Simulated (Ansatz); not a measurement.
# BN: the cost of one run

Method: DFT PBE+D3(BJ), scalar-relativistic, plane waves, PAW, in Ansatz 0.2.0.

4 further runs of the same task are left out: 1 that didn't finish, 3 set aside as unsound or not needed.

## (1) The structure to begin with

It takes space group Fmm2 (No. 42, orthorhombic). The conventional cell has a = 2.508 Å, b = 6.679 Å, c = 4.338 Å, α = 90.00°, β = 90.00°, γ = 90.00°. B (site symmetry mm2) has 3 N at 1.45 Å as nearest neighbours. Around N (site symmetry mm2) lie 3 B at 1.45 Å.

Structure file:

```
CELL_PARAMETERS angstrom
0.00000 0.00000 4.33766
2.50768 3.33948 2.16883
-2.50768 3.33948 2.16883
ATOMIC_POSITIONS crystal
B 0.50011 0.75000 0.25000
B 0.50011 0.25000 0.75000
B 0.00011 0.50000 0.50000
B 0.00011 0.00000 0.00000
N 0.16659 0.75000 0.25000
N 0.16659 0.25000 0.75000
N 0.66659 0.50000 0.50000
N 0.66659 0.00000 0.00000
```

It goes back to an entry of the Materials Project, which need not be the stable form.

It is built from the cell relaxed beforehand with the same method (9.08 Å³/atom).

## (2) The reference: the undisturbed cell on the scan's mesh

input.yaml reads:

```yaml
crystal:
  lattice:
    - [0.0, 0.0, 4.3376638211]
    - [2.5076849351, 3.3394821895, 2.1688319106]
    - [-2.5076849351, 3.3394821895, 2.1688319106]
  atoms:
    - { symbol: B, position: [0.5001068737, 0.75, 0.25] }
    - { symbol: B, position: [0.5001068737, 0.25, 0.75] }
    - { symbol: B, position: [0.0001068737, 0.5, 0.5] }
    - { symbol: B, position: [0.0001068737, 1.0, 0.0] }
    - { symbol: "N", position: [0.1665931163, 0.75, 0.25] }
    - { symbol: "N", position: [0.1665931163, 0.25, 0.75] }
    - { symbol: "N", position: [0.6665931163, 0.5, 0.5] }
    - { symbol: "N", position: [0.6665931163, 0.0, 0.0] }
basis:
  ecutwfc: 420
kpoints:
  mp_grid: { grid: [6, 6, 6] }
hamiltonian:
  xc: pbe
  dispersion: d3bj
scf:
  occupations: { method: gaussian, width: 0.05 }
output:
  forces: true
  stress: true
  eigenvalues: true
  write_density: true
  write_potential: true
  elf: true
  volumetric_format: npy
```

Command:

```
$ ansatz run input.yaml --threads 1 --pin off --max-ram 2560MiB --backend cpu --events-out ev --progress --plain --runs-dir out
```

**Question.** How long does this run take on 1 thread of Intel Xeon Platinum 8259CL at 2.50GHz (Skylake/Cascade Lake), shared host, and how much memory does it need?

About 10 s, with a peak of 0.39 GiB.
